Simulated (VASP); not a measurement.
# Sr (P6_3/mmc) in VASP: notebook

The runs below take Sr through single point, relaxation of cell and atoms, with PBE.

Everything below comes from runs of VASP 6.6.1. Logs are shortened: lines on timing, memory, paths and dates and some standing lists are left out, and cuts for length are marked.

**1. Starting point**

Symmetry: P6_3/mmc, No. 194, hexagonal system. Conventional cell: a = 4.268 Å, b = 4.268 Å, c = 7.014 Å, α = 90.00°, β = 90.00°, γ = 120.00°. Sr (site symmetry -6m2) is surrounded by 12 Sr at 4.27 to 4.29 Å.

This isn't the form of Sr at room conditions, which is fcc.

**2. Single point, PBE**

File INCAR:

```
SYSTEM = Sr
ALGO = Fast
EDIFF = 1E-7
ENCUT = 520
GGA = PE
ISIF = 2
ISMEAR = 0
LASPH = .True.
LCHARG = .True.
LELF = .True.
LREAL = .False.
LVHAR = .True.
LWAVE = .False.
NBANDS = 17
NELM = 80
PREC = Accurate
SIGMA = 0.1
```

File KPOINTS:

```
k-points
0
Gamma
  12 12 6
  0 0 0
```

File POSCAR:

```
Sr
1.0
    4.2679556858      0.0000000000      0.0000000000
   -2.1339778429      3.6961580462      0.0000000000
    0.0000000000      0.0000000000      7.0139567750
Sr
2
Direct
    0.3333333333      0.6666666667      0.2500000000
    0.6666666667      0.3333333333      0.7500000000
```

Potentials or basis: VASP PAW PBE potentials, release 64 (Sr_sv).

On the command line:

```bash
$ cat potpaw_PBE.64/Sr_sv/POTCAR > POTCAR
$ mpirun -np 1 vasp_std > vasp.out
```

OUTCAR:

```text
SYSTEM = Sr
   EDIFF = 1E-7
   ENCUT = 520
   GGA = PE
   ISIF = 2
   ISMEAR = 0
   LASPH = .True.
   LREAL = .False.
   NELM = 80
   PREC = Accurate

 ion  position               nearest neighbor table
   1  0.333  0.667  0.250-   2 4.29   2 4.29   2 4.29   2 4.29   2 4.29   2 4.29
   2  0.667  0.333  0.750-   1 4.29   1 4.29   1 4.29   1 4.29   1 4.29   1 4.29

  LATTYP: Found a hexagonal cell.
 ALAT       =     4.2679556858
 C/A-ratio  =     1.6433996253

  Lattice vectors:

 A1 = (   4.2679556858,   0.0000000000,   0.0000000000)
 A2 = (  -2.1339778429,   3.6961580462,   0.0000000000)
 A3 = (   0.0000000000,   0.0000000000,   7.0139567750)

Analysis of symmetry for initial positions (statically):
=====================================================================
 Subroutine PRICEL returns:
 Original cell was already a primitive cell.

 Routine SETGRP: Setting up the symmetry group for a
 hexagonal supercell.

 Subroutine GETGRP returns: Found 24 space group operations
 (whereof 12 operations were pure point group operations)
 out of a pool of 24 trial point group operations.

The static configuration has the point symmetry D_3d.
 The point group associated with its full space group is D_6h.

Analysis of symmetry for dynamics (positions and initial velocities):
=====================================================================
 Subroutine PRICEL returns:
 Original cell was already a primitive cell.

 Routine SETGRP: Setting up the symmetry group for a
 hexagonal supercell.

 Subroutine GETGRP returns: Found 24 space group operations
 (whereof 12 operations were pure point group operations)
 out of a pool of 24 trial point group operations.

The dynamic configuration has the point symmetry D_3d.
 The point group associated with its full space group is D_6h.

 Subroutine INISYM returns: Found 24 space group operations
 (whereof 12 operations are pure point group operations),
 and found     1 'primitive' translations

----------------------------------------------------------------------------------------

                                     Primitive cell

  volume of cell :     110.6454

  direct lattice vectors                    reciprocal lattice vectors
     4.267955686  0.000000000  0.000000000     0.234304213  0.135275601  0.000000000
    -2.133977843  3.696158046  0.000000000     0.000000000  0.270551201  0.000000000
     0.000000000  0.000000000  7.013956775     0.000000000  0.000000000  0.142572877
[... 79 lines left out ...]
   LNONCOLLINEAR =      F non collinear calculations
   LSORBIT =      F    spin-orbit coupling
   LASPH  =      T    aspherical Exc in radial PAW
   ENCUT  =  520.0 eV  38.22 Ry    6.18 a.u.   7.94  7.94 13.04*2*pi/ulx,y,z
   NELM   =     80;   NELMIN=  2; NELMDL= -5     # of ELM steps
   EDIFF  = 0.1E-06   stopping-criterion for ELM
   LREAL  =      F    real-space projection
   EDIFFG = 0.1E-05   stopping-criterion for IOM
   NSW    =      0    number of steps for IOM
   IBRION =     -1    ionic relax: 0-MD 1-quasi-New 2-CG
   NFREE  =      0    steps in history (QN), initial steepest desc. (CG)
   ISIF   =      2    stress and relaxation
   ISYM   =      2    0-nonsym 1-usesym 2-fastsym
   POTIM  = 0.5000    time-step for ionic-motion
   TEBEG  =    0.0;   TEEND  =   0.0 temperature during run
   PSTRESS=    0.0 pullay stress
   NELECT =      20.0000    total number of electrons
   NUPDOWN=      -1.0000    fix difference up-down
   EMIN   =  10.00;   EMAX   =-10.00  energy-range for DOS
   EFERMI =   0.00;   METHOD = LEGACY
   ISMEAR =     0;   SIGMA  =   0.10  broadening in eV -4-tet -1-fermi 0-gaus
   EFERMI_NEDOS =   21; number of points for ismear=-14 and -15
   IALGO  =     68    algorithm
   IMIX   =      4    mixing-type and parameters
     AMIX     =   0.40;   BMIX     =  1.00
     AMIX_MAG =   1.60;   BMIX_MAG =  1.00
  volume/ion in A,a.u.               =      55.32       373.34
  Fermi-wavevector in a.u.,A,eV,Ry     =   0.925636  1.749199 11.657504  0.856802
  Thomas-Fermi vector in A             =   2.051512
   LORBIT       =      0    0 simple, 1 ext, 2 COOP (PROOUT), +10 PAW based schemes
   GGA     = PE    functional components
   LHFCALC =     F    Hartree Fock is set to
   AEXX    =    0.0000 exact exchange contribution
   IVDW    =     0    specifies the selected vdW correction
   LEPSILON=     F    determine dielectric tensor
   LRPA    =     F    only Hartree local field effects (RPA)
 non-spin polarized calculation
 RMM-DIIS sequential band-by-band and
 Gauss-broadening in eV      SIGMA  =   0.10
  energy-cutoff  :      520.00
  volume of cell :      110.65
 maximum number of plane-waves:      3006
 NGX is ok and might be reduce to    32
   NGX = 15   NGY = 15   NGZ = 27

 number of electron      20.0000001 magnetization

 Free energy of the ion-electron system (eV)
  ---------------------------------------------------
  ext. energy  EPLUGINS =         0.00000000
  ---------------------------------------------------
  free energy    TOTEN  =        -3.27470624 eV

  energy without entropy =       -3.26216974  energy(sigma->0) =       -3.26843799

 E-fermi :   1.5828     XC(G=0):  -7.3326

 val. band max:        1.5804168636   @ k =   0.1667   0.1667   0.0000
 cond. band min:       1.5871476479   @ k =   0.0833  -0.0000   0.0000
 fundamental gap:      0.0067307842
 Fermi energy:         1.5828498389

 k-point     1 :       0.0000    0.0000    0.0000
  band No.  band energies     occupation
      1     -35.0630      2.00000
      2     -35.0499      2.00000
      3     -17.1380      2.00000
      4     -16.9784      2.00000
      5     -16.9784      2.00000
      6     -16.9530      2.00000
[... 457 lines left out ...]
      4     -17.0743      2.00000
      5     -17.0571      2.00000
      6     -17.0092      2.00000
[... 9 lines left out ...]
     16       5.0572      0.00000
     17       5.1578      0.00000

 [... further k-points ...]
[... 5 lines left out ...]
  --------------------------------------------------------------------------------------
  -------------------------------------------------------------------------------------
  Total        0.0051675      0.0051675      0.0048473      0.0000000      0.0000000     -0.0000000
  in kB        0.0748265      0.0748265      0.0701908      0.0000000      0.0000000     -0.0000000
  external PRESSURE =       0.0732813 kB  Pullay stress =       0.0000000 kB

 VOLUME and BASIS-vectors are now :
 -----------------------------------------------------------------------------
  energy-cutoff  :      520.00
  volume of cell :      110.65
      direct lattice vectors                 reciprocal lattice vectors
     4.267955686  0.000000000  0.000000000     0.234304213  0.135275601  0.000000000
    -2.133977843  3.696158046  0.000000000     0.000000000  0.270551201  0.000000000
     0.000000000  0.000000000  7.013956775     0.000000000  0.000000000  0.142572877

 POSITION                                       TOTAL-FORCE (eV/Angst)
 -----------------------------------------------------------------------------------
     -0.00000      2.46411      1.75349         0.000000      0.000000      0.000000
      2.13398      1.23205      5.26047        -0.000000     -0.000000      0.000000
 -----------------------------------------------------------------------------------
    total drift:                               -0.000000      0.000000     -0.000000

  FREE ENERGIE OF THE ION-ELECTRON SYSTEM (eV)
  ---------------------------------------------------
  free  energy   TOTEN  =        -3.2747062444 eV

  energy  without entropy=       -3.2621697376  energy(sigma->0) =       -3.26843799
```

OSZICAR:

```text
N       E                     dE             d eps       ncg     rms          rms(c)
DAV:   1     0.108750779432E+03    0.10875E+03   -0.93911E+03  2584   0.987E+02
DAV:   2     0.537628378565E+01   -0.10337E+03   -0.10187E+03  3290   0.229E+02
DAV:   3    -0.302926716156E+01   -0.84056E+01   -0.83765E+01  4751   0.470E+01
[... 10 lines left out ...]
RMM:  14    -0.327470533823E+01    0.31609E-06   -0.35013E-06  3976   0.694E-03    0.422E-03
RMM:  15    -0.327470568766E+01   -0.34943E-06   -0.14607E-06  3579   0.367E-03    0.235E-03
RMM:  16    -0.327470581109E+01   -0.12343E-06   -0.53851E-07  3065   0.241E-03    0.278E-03
RMM:  17    -0.327470612504E+01   -0.31395E-06   -0.27428E-07  2684   0.215E-03    0.800E-04
RMM:  18    -0.327470628386E+01   -0.15882E-06   -0.14244E-07  2394   0.161E-03    0.403E-04
RMM:  19    -0.327470624437E+01    0.39495E-07   -0.59253E-08  1934   0.106E-03
   1 F= -.32747062E+01 E0= -.32684380E+01  d E =-.125365E-01
```

stdout:

```text
POSCAR found type information on POSCAR Sr
[... 18 lines left out ...]
 num prob  num prob  num prob  num prob  num prob  num prob  num prob  num prob  num prob  num prob  num prob  num prob  num prob RMM:  17    -0.327470612504E+01   -0.31395E-06   -0.27428E-07  2684   0.215E-03    0.800E-04
 num prob  num prob  num prob  num prob  num prob  num prob  num prob  num prob  num prob  num prob  num prob  num prob  num prob  num prob  num prob  num prob  num prob RMM:  18    -0.327470628386E+01   -0.15882E-06   -0.14244E-07  2394   0.161E-03    0.403E-04
 num prob  num prob  num prob  num prob  num prob  num prob  num prob  num prob  num prob  num prob  num prob  num prob  num prob  num prob  num prob  num prob  num prob  num prob  num prob  num prob  num prob  num prob  num prob  num prob RMM:  19    -0.327470624437E+01    0.39495E-07   -0.59253E-08  1934   0.106E-03
```

Run time: 2.5 min. Hardware: 1 thread of Intel Xeon Platinum 8259CL at 2.50GHz (Skylake/Cascade Lake), shared host; peak memory 0.3 GiB.

Results:

```yaml
Free_energy: -3.2747 eV
Pressure: 0.0 GPa
Band_gap_on_the_k_mesh: none (metal or under the smearing width)
```

Levels at points of the mesh, in eV from the Fermi level:
| k point | band 7 | band 8 | band 9 | band 10 | band 11 | band 12 | band 13 | band 14 |
| --- | --- | --- | --- | --- | --- | --- | --- | --- |
| (0.00, 0.00, 0.00) | -18.54 | -18.53 | -3.66 | -1.16 | 0.01 | 2.25 | 2.28 | 2.28 |
| (0.50, 0.00, 0.00) | -18.58 | -18.56 | -1.12 | -0.55 | 0.06 | 0.23 | 1.28 | 1.85 |
| (0.00, 0.00, 0.50) | -18.55 | -18.55 | -2.73 | -2.73 | 1.24 | 1.24 | 2.28 | 2.28 |
| (0.50, 0.00, 0.50) | -18.58 | -18.58 | -0.82 | -0.82 | 0.23 | 0.23 | 1.30 | 1.30 |

**3. Relaxation of cell and atoms, PBE**

This run uses another cell than the first one, of 56.43 Å³/atom, 1.020 times its volume.

File INCAR:

```
SYSTEM = Sr
PREC     = Accurate       ! precision mode
ENCUT    = 600            ! plane-wave cutoff, eV
EDIFF    = 1E-6           ! SCF threshold, eV
ISMEAR   = 0              ! smearing method
SIGMA    = 0.1            ! smearing width, eV
LREAL    = .FALSE.        ! projectors in reciprocal space
LASPH    = .TRUE.         ! aspherical terms in the spheres
NELM     = 60             ! most SCF steps
ALGO     = Fast           ! electronic algorithm
ISIF     = 3              ! what is computed and relaxed
LWAVE    = .FALSE.        ! write WAVECAR
LCHARG   = .FALSE.        ! write CHGCAR
GGA      = PE             ! functional
IBRION   = 2              ! ionic algorithm
NSW      = 100            ! ionic steps
EDIFFG   = -0.005         ! ionic threshold
```

File KPOINTS:

```
Automatic mesh
0
G
  12 12 6
  0 0 0
```

File POSCAR:

```
Sr
1.0
    4.3011985039      0.0000000000      0.0000000000
   -2.1505992519      3.7249471711      0.0000000000
    0.0000000000      0.0000000000      7.0445570100
Sr
2
Direct
    0.3333333300      0.6666666700      0.2500000000
    0.6666666700      0.3333333300      0.7500000000
```

Potentials or basis: VASP PAW PBE potentials, release 64 (Sr_sv).

On the command line:

```bash
$ cat potpaw_PBE.64/Sr_sv/POTCAR > POTCAR
$ mpirun -np 1 vasp_std > vasp.out
```

Wall time 11 min (1 thread of Intel Xeon Platinum 8259CL at 2.50GHz (Skylake/Cascade Lake), shared host); peak memory 0.36 GiB.

Results (log left out):

| Quantity | Value |
| --- | --- |
| Free energy | -3.2747 eV |
| Relaxed volume | 55.41 Å³/atom |
| Relaxed cell | a = 4.270 Å, b = 4.270 Å, c = 7.018 Å, α = 90.00°, β = 90.00°, γ = 120.00° |
| Space group after relaxing (to 0.05 Å) | P6_3/mmc (No. 194) |
| Energy gained by relaxing | 0.7 meV/atom |
| Ionic steps | 11 |
| Pressure after relaxing | 0.0 GPa |
| Band gap on the k mesh | none (metal or under the smearing width) |

The path:
```csv
step,energy change (eV),largest force (eV/Å),pressure (GPa),volume (Å³)
1,0.0000,0.0000,-0.21,112.87
2,-0.0012,0.0000,-0.09,111.66
3,-0.0014,0.0000,0.02,110.62
4,-0.0014,0.0000,0.00,110.79
5,-0.0014,0.0000,0.01,110.83
6,-0.0014,0.0000,-0.05,111.24
7,-0.0014,0.0000,-0.01,110.90
8,-0.0014,0.0000,-0.01,110.90
9,-0.0014,0.0000,-0.01,110.91
10,-0.0014,0.0000,-0.01,110.91
11,-0.0015,0.0000,-0.01,110.82
```

Final structure:
```xyz
2
Lattice="4.2702 0.0000 0.0000 -2.1351 3.6981 0.0000 0.0000 0.0000 7.0178" Properties=species:S:1:pos:R:3 pbc="T T T"
Sr    0.0000    2.4654    1.7544
Sr    2.1351    1.2327    5.2633
```

Levels at points of the mesh, in eV from the Fermi level:
| k point | band 8 | band 9 | band 10 | band 11 | band 12 | band 13 |
| --- | --- | --- | --- | --- | --- | --- |
| (0.00, 0.00, 0.00) | -18.54 | -3.66 | -1.16 | 0.01 | 2.25 | 2.28 |
| (0.50, 0.00, 0.00) | -18.57 | -1.12 | -0.55 | 0.06 | 0.23 | 1.28 |
| (0.00, 0.00, 0.50) | -18.55 | -2.73 | -2.73 | 1.24 | 1.24 | 2.28 |
| (0.50, 0.00, 0.50) | -18.59 | -0.82 | -0.82 | 0.22 | 0.22 | 1.30 |

**4. Single point, PBE**

This run uses another cell than the first one, of 56.43 Å³/atom, 1.020 times its volume.

File INCAR:

```
  PREC = Accurate
  ENCUT = 520
  EDIFF = 1E-6
  ISMEAR = 0
  SIGMA = 0.1
  LREAL = F
  LASPH = T
  NELM = 60
  ALGO = Normal
  ISIF = 2
  LWAVE = F
  LCHARG = F
  GGA = PE
  NBANDS = 17
```

File KPOINTS:

```
regular mesh
0
Gamma
  6 6 4
```

POSCAR is that of step 3.

On the command line:

```bash
$ cat potpaw_PBE.64/Sr_sv/POTCAR > POTCAR
$ mpirun -np 1 vasp_std > vasp.out
```

It took 25 s on 1 thread of Intel Xeon Platinum 8259CL at 2.50GHz (Skylake/Cascade Lake), shared host; peak memory 0.23 GiB.

The run converged. Its results:

```
Free energy            : -3.2514 eV
Pressure               : -0.2 GPa
Band gap on the k mesh : none (metal or under the smearing width)
```

Levels at points of the mesh, in eV from the Fermi level:
| k point | band 7 | band 8 | band 9 | band 10 | band 11 | band 12 | band 13 | band 14 |
| --- | --- | --- | --- | --- | --- | --- | --- | --- |
| (0.00, 0.00, 0.00) | -18.56 | -18.56 | -3.62 | -1.13 | 0.01 | 2.26 | 2.27 | 2.27 |
| (0.50, 0.00, 0.00) | -18.60 | -18.59 | -1.11 | -0.55 | 0.08 | 0.25 | 1.28 | 1.84 |
| (0.00, 0.00, 0.50) | -18.57 | -18.57 | -2.70 | -2.70 | 1.25 | 1.25 | 2.27 | 2.27 |
| (0.50, 0.00, 0.50) | -18.61 | -18.61 | -0.80 | -0.80 | 0.22 | 0.22 | 1.31 | 1.31 |

**5. Overview**

| task | cell | k mesh | cutoff (eV) | gap on the mesh (eV) | pressure (GPa) |
| --- | --- | --- | --- | --- | --- |
| single point | P6_3/mmc, 55.32 Å³/atom | 12 × 12 × 6 | 520 | none | 0.0 |
| relaxation of cell and atoms | relaxed | 12 × 12 × 6 | 600 | none | 0.0 |
| single point | P6_3/mmc, 56.43 Å³/atom | 6 × 6 × 4 | 520 | none | -0.2 |

Alike in all rows: level PBE; potentials or basis VASP PAW PBE potentials, release 64 (Sr_sv); no spin polarisation; smearing gaussian 0.1 eV.

Total energies depend on the potentials used, so only differences within one code and one set of settings carry meaning.
